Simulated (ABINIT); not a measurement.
Fe:

```
Fe
1.0
     0.00000    1.94174    1.96511
     1.49844    0.00000    1.96511
     1.49844    1.94174    0.00000
Fe
1
Cartesian
  0.0000 0.0000 0.0000
```

Base run:

* Program: ABINIT 10.8.3 (patched build)
* Functional: PBE
* Potentials or basis: JTH PAW PBE v2.0
* Cutoff: 707 eV
* k mesh: 13 × 13 × 13
* Occupations: fermi-dirac, width 0.05 eV
* Spin: collinear spin, ferromagnetic start
* Starting moments: [3.0] μB

Its results: band gap on the k mesh none (metal or under the smearing width); pressure -1.8 GPa; net moment 2.17 μB per cell; site moments Fe +2.23 μB.

Question: The run is repeated on the same cell with these changes: functional from PBE to PBEsol. What comes out?

Answer: Band gap on the k mesh none (metal or under the smearing width); pressure -10.6 GPa; net moment 2.18 μB per cell; site moments Fe +2.22 μB.

PBEsol binds more tightly than PBE, so the same cell stands under less pressure.

Caveats: the PAW data sets were made with another functional, which shifts forces and pressure a little (some runs).
